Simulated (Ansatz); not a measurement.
**Pt: an elastic constant from a strain scan**

Level of theory: Ansatz 0.2.0, DFT PBEsol, scalar-relativistic, plane waves, PAW. Settings: plane waves to 420 eV, k-mesh 24×24×14 (Γ-centred), Gaussian smearing 0.15 eV. Spin–orbit coupling is left out, which can shift energies with elements as heavy as these. No spin polarisation. Energies are free energies at this smearing, counted from the undisturbed cell; pressure is positive in compression.

The undisturbed cell (relaxed at this level; with this scan's settings it stands at 0.1 GPa; this form isn't the usual structure):

```xyz
2
Lattice="2.7252 0.0000 0.0000 -1.3626 2.3601 0.0000 0.0000 0.0000 4.7068" Properties=species:S:1:pos:R:3 pbc="T T T"
Pt    1.3626    0.7867    3.5301
Pt    0.0000    1.5734    1.1767
```

The cell is strained by ε times the Voigt pattern (0, 0, 0, 1, 0, 0) (xx, yy, zz, yz, xz, xy; engineering shear) with fractional coordinates fixed. The cell holds 2 atoms in V0 = 30.27 Å³. The stress column is τ = (1/V0) dE/dε, got from the stress tensor σ (compression positive) at each point as −det(1 + εP) σ : P(1 + εP)⁻¹, with P the pattern as a tensor.

```
      ε  ΔE (meV/atom)  τ (GPa)
-0.0350          1.272   -0.770
-0.0300          0.934   -0.660
-0.0200          0.415   -0.440
-0.0100          0.104   -0.219
 0.0000          0.000    0.000
 0.0100          0.104    0.219
 0.0200          0.415    0.440
 0.0300          0.934    0.660
 0.0350          1.272    0.770
 0.0400              ?        ?
```

Question: Which combination of elastic constants does this scan measure, and how large is it?

Answer: For small ε, τ = τ0 + Kε with K = pᵀCp, which for this pattern is C44 in the Cartesian frame shown. The parabola through τ at ε = -0.0100, 0 and 0.0100 has slope K = 21.9 GPa at zero. The energies per cell, E = NΔE, of the same two points give K = 2[E(ε₊)/ε₊ − E(ε₋)/ε₋]/[(ε₊ − ε₋)V0] = 21.9 GPa, in agreement. These are clamped-ion values.

Question: Predict the withheld row at ε = 0.0400 from the harmonic law, and compare.

Answer: ΔE = V0(τ0 ε + Kε²/2)/N = 1.659 meV/atom and τ = 0.88 GPa. The calculation gives 1.661 meV/atom and 0.88 GPa, a miss of 0.01 meV/atom at most, so the harmonic law still holds here.

In a metal these slopes depend on the k mesh and the smearing.

Cost: 6 runs of about 7.8 core-minutes in all, on Arm Neoverse N1 (shared hosts).